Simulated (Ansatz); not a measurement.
# Sb24H: the cost of one run

Program: Ansatz 0.2.0. Level of theory: DFT PBE, scalar-relativistic, plane waves, PAW, and further levels as typed in the inputs. These are calculated values, not measurements.

### 1 The structure to begin with

The structure is triclinic, space group P1 (No. 1). Conventional cell: a = 8.617 Å, b = 8.617 Å, c = 25.025 Å, α = 90.00°, β = 90.00°, γ = 120.00°. Around Sb (site symmetry 1) lie 3 Sb at 2.91 Å. Sb (site symmetry 1) has 1 H at 1.75 Å as nearest neighbours. Only part of the 25 independent sites is listed.

Coordinates:

```cif
data_structure
_symmetry_space_group_name_H-M 'P 1'
_symmetry_Int_Tables_number 1
_cell_length_a 8.6168
_cell_length_b 8.6168
_cell_length_c 25.0252
_cell_angle_alpha 90.000
_cell_angle_beta 90.000
_cell_angle_gamma 120.000
_cell_volume 1609.16
loop_
_atom_site_label
_atom_site_type_symbol
_atom_site_fract_x
_atom_site_fract_y
_atom_site_fract_z
_atom_site_occupancy
Sb1 Sb 0.33333 0.16667 0.31968 1
Sb2 Sb 0.00000 0.00000 0.37999 1
Sb3 Sb 0.16667 0.33333 0.46985 1
Sb4 Sb 0.33333 0.16667 0.53015 1
Sb5 Sb 0.00000 0.00000 0.62001 1
Sb6 Sb 0.16667 0.33333 0.68032 1
Sb7 Sb 0.33333 0.66667 0.31968 1
Sb8 Sb 0.00000 0.50000 0.37999 1
Sb9 Sb 0.16667 0.83333 0.46985 1
Sb10 Sb 0.33333 0.66667 0.53015 1
Sb11 Sb 0.00000 0.50000 0.62001 1
Sb12 Sb 0.16667 0.83333 0.68032 1
Sb13 Sb 0.83333 0.16667 0.31968 1
Sb14 Sb 0.50000 0.00000 0.37999 1
Sb15 Sb 0.66667 0.33333 0.46985 1
Sb16 Sb 0.83333 0.16667 0.53015 1
Sb17 Sb 0.50000 0.00000 0.62001 1
Sb18 Sb 0.66667 0.33333 0.68032 1
Sb19 Sb 0.83333 0.66667 0.31968 1
Sb20 Sb 0.50000 0.50000 0.37999 1
Sb21 Sb 0.66667 0.83333 0.46985 1
Sb22 Sb 0.83333 0.66667 0.53015 1
Sb23 Sb 0.50000 0.50000 0.62001 1
Sb24 Sb 0.66667 0.83333 0.68032 1
H1 H 0.17350 0.34003 0.75025 1
```

### 2 Relaxing the atoms: Sb24H slab, no spin

input.yaml reads:

```yaml
crystal:
  lattice:
    - [8.6168, 0.0, 0.0]
    - [-4.3084, 7.4623676993, 0.0]
    - [0.0, 0.0, 25.0252128]
  atoms:
    - { symbol: Sb, position: [0.3333333333, 0.1666666667, 0.3196776013] }
    - { symbol: Sb, position: [0.0, 0.0, 0.3799852923] }
    - { symbol: Sb, position: [0.1666666667, 0.3333333333, 0.4698461545] }
    - { symbol: Sb, position: [0.3333333333, 0.1666666667, 0.5301538455] }
    - { symbol: Sb, position: [0.0, 0.0, 0.6200147077] }
    - { symbol: Sb, position: [0.1666666667, 0.3333333333, 0.6803223987] }
    - { symbol: Sb, position: [0.3333333333, 0.6666666667, 0.3196776013] }
    - { symbol: Sb, position: [0.0, 0.5, 0.3799852923] }
    - { symbol: Sb, position: [0.1666666667, 0.8333333333, 0.4698461545] }
    - { symbol: Sb, position: [0.3333333333, 0.6666666667, 0.5301538455] }
    - { symbol: Sb, position: [0.0, 0.5, 0.6200147077] }
    - { symbol: Sb, position: [0.1666666667, 0.8333333333, 0.6803223987] }
    - { symbol: Sb, position: [0.8333333333, 0.1666666667, 0.3196776013] }
    - { symbol: Sb, position: [0.5, 0.0, 0.3799852923] }
    - { symbol: Sb, position: [0.6666666667, 0.3333333333, 0.4698461545] }
    - { symbol: Sb, position: [0.8333333333, 0.1666666667, 0.5301538455] }
    - { symbol: Sb, position: [0.5, 0.0, 0.6200147077] }
    - { symbol: Sb, position: [0.6666666667, 0.3333333333, 0.6803223987] }
    - { symbol: Sb, position: [0.8333333333, 0.6666666667, 0.3196776013] }
    - { symbol: Sb, position: [0.5, 0.5, 0.3799852923] }
    - { symbol: Sb, position: [0.6666666667, 0.8333333333, 0.4698461545] }
    - { symbol: Sb, position: [0.8333333333, 0.6666666667, 0.5301538455] }
    - { symbol: Sb, position: [0.5, 0.5, 0.6200147077] }
    - { symbol: Sb, position: [0.6666666667, 0.8333333333, 0.6803223987] }
    - { symbol: H, position: [0.1734983807, 0.3400336196, 0.750251874] }
scf:
  occupations: { method: gaussian, width: 0.05 }
output:
  forces: true
  write_density: true
  write_potential: true
  elf: true
  volumetric_format: npy
hamiltonian:
  xc: pbe
kpoints:
  mp_grid: { grid: [5, 5, 1] }
efield:
  axis: 3
  dipole_correction: true
relax:
  f_tol: 0.01
  max_steps: 80
  constraints: [{ sites: [0, 1, 6, 7, 12, 13, 18, 19] }]
```

Launch:

```sh
> ansatz run input.yaml --threads 8 --pin off --max-ram 12288MiB --backend cpu --events-out ev --progress --plain --runs-dir out
```

**Question.** How long does this run take on 8 threads of Intel Xeon 6975P-C (Granite Rapids), shared host, and how much memory does it need?

About 6.8 min, with a peak of 11 GiB.
